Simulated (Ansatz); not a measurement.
# CsH: a single-point run

The task is a single-point run on CsH. The structure is shown as the input types it. The cell is built on a prototype (wurtzite) and needn't be the phase found in nature.

Program: Ansatz 0.2.0. Level of theory: density functional or hybrid calculation with the settings of its input, plane waves. These are calculated values, not measurements.

4 further runs of the same task are left out: 3 for a known fault of the program, 1 that didn't finish.

### 1 The system as given

It takes space group P6_3/mmc (No. 194, hexagonal). Conventional cell: a = 5.339 Å, b = 5.339 Å, c = 6.352 Å, α = 90.00°, β = 90.00°, γ = 120.00°. Around Cs (site symmetry -6m2) lie 5 H at 3.08 to 3.18 Å. H (site symmetry -6m2) has 5 Cs at 3.08 to 3.18 Å as nearest neighbours.

Coordinates:

```cif
data_structure
_symmetry_space_group_name_H-M 'P6_3/mmc'
_symmetry_Int_Tables_number 194
_cell_length_a 5.3394
_cell_length_b 5.3394
_cell_length_c 6.3516
_cell_angle_alpha 90.000
_cell_angle_beta 90.000
_cell_angle_gamma 120.000
_cell_volume 156.82
loop_
_atom_site_label
_atom_site_type_symbol
_atom_site_symmetry_multiplicity
_atom_site_Wyckoff_symbol
_atom_site_fract_x
_atom_site_fract_y
_atom_site_fract_z
_atom_site_occupancy
Cs1 Cs 2 d 0.33333 0.66667 0.75000 1
H1 H 2 c 0.33333 0.66667 0.25000 1
```

### 2 Input and run

Contents of input.yaml:

```yaml
crystal:
  lattice:
    - [5.3394202767, -1.0e-10, 0.0]
    - [-2.6697101383, 4.6240736011, 0.0]
    - [0.0, 0.0, 6.3516047824]
  atoms:
    - { symbol: Cs, position: [0.3333333333, 0.6666666667, -0.0624994659] }
    - { symbol: Cs, position: [0.6666666667, 0.3333333333, 0.4375005341] }
    - { symbol: H, position: [0.3333333333, 0.6666666667, 0.4374994659] }
    - { symbol: H, position: [0.6666666667, 0.3333333333, 0.9374994659] }
kpoints:
  mp_grid: { grid: [2, 4, 6] }
hamiltonian:
  xc: pbe
scf:
  occupations: { method: fixed }
  n_extra_bands: 5
output:
  forces: true
  stress: true
  eigenvalues: true
```

Command:

```console
$ ansatz run input.yaml --threads 4 --pin off --max-ram 3686MiB --backend cpu --events-out ev --progress --plain --runs-dir out
```

**Question.** How will this run end, and is anything wrong with its input?

This run ends as converged, with warnings (structure snapped to symmetry, symmetry narrowed by mesh). Its log warns: «the atoms were moved onto the symmetric positions of the space group found under crystal.symmetry.tolerance 1.0e-5 (fractional; no operation is sought that the atoms ...»

Look at the input: kpoints.mp_grid.grid is [2, 4, 6]. The mesh doesn't respect the lattice's symmetry: fewer operations survive, and spurious anisotropy appears.

To check: set kpoints.mp_grid.grid to [4, 4, 4].
